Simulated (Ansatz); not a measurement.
Start from CuI in the zinc blende structure (space group F-43m, No. 216; a = 5.9390 Å).

It is then changed as follows: every I is replaced by S, then cell and atoms are relaxed.

Levels (all Ansatz, a first-principles code, PAW, earlier PAW set): PBEsol (420 eV, spin-orbit coupling left out); r2SCAN (500 eV, no spin-orbit coupling).

The geometry is relaxed with PBEsol.

```
Property          Result
---------------  -------
PBEsol pressure  0.0 GPa
```

### Question
What does r2SCAN give at this geometry for the pressure?

### Answer
The pressure goes from zero to 2.3 GPa.

Single points use the geometry relaxed with PBEsol. Their cutoffs differ, which shifts pressures a little. Stability against distortions was not tested. For CuS in this form, whether it has been made was not checked. All final runs are without spin polarisation. An odd electron count without spin: CuS.
